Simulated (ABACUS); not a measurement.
# ZnSe (Stilleite): equation of state with BLYP

The system is ZnSe (Stilleite).

```xyz
2
Lattice="0.0000 2.8338 2.8338 2.8338 0.0000 2.8338 2.8338 2.8338 0.0000" Properties=species:S:1:pos:R:3 pbc="T T T"
Se    4.2507    4.2507    4.2507
Zn    0.0000    0.0000    0.0000
```

```
Program                                       : ABACUS 3.10.1
Task                                          : equation of state
Functional                                    : BLYP
Potentials or basis                           : Ansatz NC PBE
Cutoff                                        : 1361 eV
Density cutoff                                : 5442 eV
Basis                                         : DZP LCAO (the cutoffs set its grid)
k mesh                                        : 7 × 7 × 7
Occupations                                   : fermi-dirac, width 0.05 eV
Spin                                          : no spin polarisation
Orbital files                                 : Se Se_confined-atom_7au_2s2p2d.orb, Zn Zn_confined-atom_7au_3s2p2d1f.orb
Radial cutoff of the potentials (pseudo_rcut) : 10 bohr
SCF threshold on the density                  : 1e-07
Max SCF steps                                 : 100
Eigensolver                                   : genelpa
Mixing                                        : broyden
Mixing share                                  : 0.7
Symmetry key                                  : 1
Bands                                         : 22
```

```json
{
  "Equilibrium volume": "25.04 Å³/atom (rough: see the caveat)",
  "Bulk modulus": "49 GPa (rough)"
}
```

Energy against volume, from the lowest point:
| volume (Å³/atom) | energy (meV/atom) |
| --- | --- |
| 21.391 | 104.14 |
| 22.301 | 51.40 |
| 23.212 | 17.95 |
| 24.122 | 0.00 |

All runs of the series together: 24 s on 4 threads of Intel(R) Xeon(R) Platinum 8259CL CPU @ 2.50GHz (Skylake/Cascade Lake), on a shared host.

Caveat: the atomic orbitals were generated for these runs and aren't a published set; the minimum lies outside the volumes run; the potentials were made for another functional, which shifts forces and pressure; the basis of atomic orbitals isn't converged, which shifts pressures, moduli and gaps.
